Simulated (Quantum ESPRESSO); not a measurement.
# WC (Cmmm) in Quantum ESPRESSO: reference runs, part 2 of 2

Quantum ESPRESSO 7.5. Earlier steps stand in the parts before.

## 8. Single point, PBE, 15.27 Å³/atom

Input file pw.in:

```
&CONTROL
  calculation = 'scf'
  prefix = 'pwscf'
  outdir = './tmp'
  pseudo_dir = './pseudo'
  tprnfor = .true.
  tstress = .true.
  disk_io = 'nowf'
/
&SYSTEM
  ibrav = 0
  nat = 2
  ntyp = 2
  ecutwfc = 55
  ecutrho = 440
  nbnd = 15
  occupations = 'smearing'
  smearing = 'fd'
  degauss = 0.00367493
/
&ELECTRONS
  conv_thr = 4d-10
  electron_maxstep = 120
  mixing_beta = 0.5
/
ATOMIC_SPECIES
W    183.8400 W_pbe_v1.2.uspp.F.UPF
C     12.0110 C.pbe-n-kjpaw_psl.1.0.0.UPF
CELL_PARAMETERS angstrom
   1.6512096459   -2.1320650498    0.0000000000
   1.6512096459    2.1320650498    0.0000000000
   0.0000000000    0.0000000000    4.3379611443
ATOMIC_POSITIONS crystal
W      0.5000000000    0.5000000000    0.5000000000
C      0.0000000000    0.0000000000    0.0000000000
K_POINTS automatic
10 10 6 0 0 0
```

Potentials or basis: SSSP 1.3 efficiency PBE.

Command:

```bash
$ OMP_NUM_THREADS=1 pw.x -in pw.in > pw.out
```

pw.out:

```text
This program is part of the open-source Quantum ESPRESSO suite
     for quantum simulation of materials; please cite
         "P. Giannozzi et al., J. Phys.:Condens. Matter 21 395502 (2009);
         "P. Giannozzi et al., J. Phys.:Condens. Matter 29 465901 (2017);
         "P. Giannozzi et al., J. Chem. Phys. 152 154105 (2020);
     in publications or presentations arising from this work. More details at

     file C.pbe-n-kjpaw_psl.1.0.0.UPF: wavefunction(s)  2S 2P renormalized
     Message from routine setup:
     using ibrav=0 with symmetry is DISCOURAGED, use correct ibrav instead

     G-vector sticks info
     --------------------
     sticks:   dense  smooth     PW     G-vecs:    dense   smooth      PW
     Sum         871     429    139                32073    11303    2109

     Using Slab Decomposition

     bravais-lattice index     =            0
     lattice parameter (alat)  =       5.0960  a.u.
     unit-cell volume          =     206.1175 (a.u.)^3
     number of atoms/cell      =            2
     number of atomic types    =            2
     number of electrons       =        18.00
     number of Kohn-Sham states=           15
     kinetic-energy cutoff     =      55.0000  Ry
     charge density cutoff     =     440.0000  Ry
     scf convergence threshold =      4.0E-10
     mixing beta               =       0.5000
     number of iterations used =            8  plain     mixing
     Exchange-correlation= SLA  PW   PBX  PBC
                           (   1   4   3   4   0   0   0)

     celldm(1)=   5.096026  celldm(2)=   0.000000  celldm(3)=   0.000000
     celldm(4)=   0.000000  celldm(5)=   0.000000  celldm(6)=   0.000000

     crystal axes: (cart. coord. in units of alat)
[... 51 lines left out ...]

     Number of k-points >= 100: set verbosity='high' to print them.

     Dense  grid:    32073 G-vectors     FFT dimensions: (  36,  36,  60)

     Smooth grid:    11303 G-vectors     FFT dimensions: (  25,  25,  40)

     Initial potential from superposition of free atoms

     starting charge      17.8996, renormalised to      18.0000

     negative rho (up, down):  6.420E-02 0.000E+00
     Starting wfcs are   17 randomized atomic wfcs

     Self-consistent Calculation

     iteration #  1     ecut=    55.00 Ry     beta= 0.50
     Davidson diagonalization with overlap
     ethr =  1.00E-02,  avg # of iterations =  2.5

     negative rho (up, down):  6.549E-02 0.000E+00
[... 67 lines left out ...]
     iteration #  9     ecut=    55.00 Ry     beta= 0.50
     Davidson diagonalization with overlap
     ethr =  5.23E-11,  avg # of iterations =  2.0

     negative rho (up, down):  6.817E-02 0.000E+00

     End of self-consistent calculation

     Number of k-points >= 100: set verbosity='high' to print the bands.

     the Fermi energy is    13.3642 ev

!    total energy              =    -177.17432212 Ry
     estimated scf accuracy    <          1.8E-10 Ry
     smearing contrib. (-TS)   =      -0.00109565 Ry
     internal energy E=F+TS    =    -177.17322647 Ry

     The total energy is F=E-TS. E is the sum of the following terms:
     one-electron contribution =     -39.39074829 Ry
     hartree contribution      =      26.40200660 Ry
     xc contribution           =     -45.19535309 Ry
     ewald contribution        =    -112.79663566 Ry
     one-center paw contrib.   =      -6.19249602 Ry

     convergence has been achieved in   9 iterations

     negative rho (up, down):  6.817E-02 0.000E+00

     Forces acting on atoms (cartesian axes, Ry/au):

     atom    1 type  1   force =     0.00000000    0.00000000    0.00000000
     atom    2 type  2   force =     0.00000000    0.00000000    0.00000000

     Total force =     0.000000     Total SCF correction =     0.000000

     Computing stress (Cartesian axis) and pressure

     negative rho (up, down):  6.817E-02 0.000E+00
          total   stress  (Ry/bohr**3)                   (kbar)     P=     -334.81
  -0.00250510   0.00000000   0.00000000         -368.51        0.00        0.00
   0.00000000  -0.00039834   0.00000000            0.00      -58.60        0.00
   0.00000000   0.00000000  -0.00392448            0.00        0.00     -577.31

=------------------------------------------------------------------------------=
   JOB DONE.
=------------------------------------------------------------------------------=
```

Wall time 30 s (1 thread of Arm Neoverse V2, shared host); peak memory 0.29 GiB.

Results:

- Free energy: -2410.5795 eV
- Pressure: -33.5 GPa
- Band gap on the k mesh: none (metal or under the smearing width)

Caveat: the cell as given lies far from equilibrium.

## 9. Single point, PBE, 15.57 Å³/atom

pw.in, as its differences from that of step 8:

```diff
@@ -29,5 +29,5 @@
 CELL_PARAMETERS angstrom
-   1.6512096459   -2.1320650498    0.0000000000
-   1.6512096459    2.1320650498    0.0000000000
-   0.0000000000    0.0000000000    4.3379611443
+   1.6619320869   -2.1459100160    0.0000000000
+   1.6619320869    2.1459100160    0.0000000000
+   0.0000000000    0.0000000000    4.3661305125
 ATOMIC_POSITIONS crystal
```

Potentials or basis: SSSP 1.3 efficiency PBE.

Command:

```bash
$ OMP_NUM_THREADS=1 pw.x -in pw.in > pw.out
```

It took 29 s on 1 thread of Arm Neoverse V2, shared host; peak memory 0.3 GiB.

It converged, with:

```yaml
Free_energy: -2410.4524 eV
Pressure: -34.6 GPa
Band_gap_on_the_k_mesh: none (metal or under the smearing width)
```

Caveat: the cell as given lies far from equilibrium.

## 10. Single point, PBE, 15.87 Å³/atom

pw.in, as its differences from that of step 9:

```diff
@@ -29,5 +29,5 @@
 CELL_PARAMETERS angstrom
-   1.6619320869   -2.1459100160    0.0000000000
-   1.6619320869    2.1459100160    0.0000000000
-   0.0000000000    0.0000000000    4.3661305125
+   1.6725179270   -2.1595786012    0.0000000000
+   1.6725179270    2.1595786012    0.0000000000
+   0.0000000000    0.0000000000    4.3939410108
 ATOMIC_POSITIONS crystal
```

Command:

```bash
$ OMP_NUM_THREADS=1 pw.x -in pw.in > pw.out
```

Wall time 29 s (1 thread of Arm Neoverse V2, shared host); peak memory 0.3 GiB.

It converged, with:

| Quantity | Value |
| --- | --- |
| Free energy | -2410.3215 eV |
| Pressure | -35.6 GPa |
| Band gap on the k mesh | none (metal or under the smearing width) |

Caveat: the cell as given lies far from equilibrium.

## 11. Equation of state, PBE

Potentials or basis: SSSP 1.3 efficiency PBE.

This step only gathers the single runs of the series.

Results:

```yaml
Equilibrium_volume: outside the volumes run
```

Energy against volume, from the lowest point:
```
volume (Å³/atom)  energy (meV/atom)
          14.074               0.00
          14.373              51.89
          14.673             107.33
          14.972             165.88
          15.272             227.09
          15.571             290.60
          15.871             356.09
```

The run has no spin-orbit coupling, so splittings on W are missing.

## 12. Overview

```csv
task,cell,gap on the mesh (eV),pressure (GPa)
single point,as given,none,-32.2
single point,"atoms moved at random, drawn with an rms of 0.05 Å",none,-32.1
equation of state,as given,-,-
```

Alike in all rows: level PBE; potentials or basis SSSP 1.3 efficiency PBE; no spin polarisation; k mesh 10 × 10 × 6; cutoff (eV) 748; smearing fermi-dirac 0.05 eV.

Caveats: a pressure of tens of GPa on the cell as given is suspect, and the run, the potentials or the cell itself is likely at fault (some runs); the cell as given lies far from equilibrium (some runs).

Total energies depend on the potentials used, so only differences within one code and one set of settings carry meaning.
